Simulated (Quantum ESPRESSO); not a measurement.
**W: phonons at N under several settings**

```xyz
1
Lattice="-1.5823 1.5823 1.5823 1.5823 -1.5823 1.5823 1.5823 1.5823 -1.5823" Properties=species:S:1:pos:R:3 pbc="T T T"
W     0.0000    0.0000    0.0000
```

All runs used Quantum ESPRESSO 7.5; k mesh 10 × 10 × 10; relaxed cell; no spin polarisation; cutoff 762 eV; occupations cold, width 0.2 eV.

```csv
level,potentials,volume (Å³/atom),frequencies (cm⁻¹)
PBE,GBRV 1.5 PBE,16.15,128 138 217
PBEsol,GBRV 1.5 PBEsol,15.72,135 141 225
RPBE,GBRV 1.5 PBE,16.34,124 137 214
PW91,GBRV 1.5 PBE,16.17,125 137 215
AM05,GBRV 1.5 PBE,15.67,138 142 227
vdW-DF-cx,GBRV 1.5 PBE,?,?
```

Question: What stands in the row left open?

Answer: Volume 15.77 Å³/atom; frequencies 135 141 225 cm⁻¹.

Caveats: the mesh is thin for the phonons of a metal; the potentials were made for another functional, which shifts forces and pressure (some runs).

For the row left open. Caveat: the mesh is thin for the phonons of a metal; the potentials were made for another functional, which shifts forces and pressure.
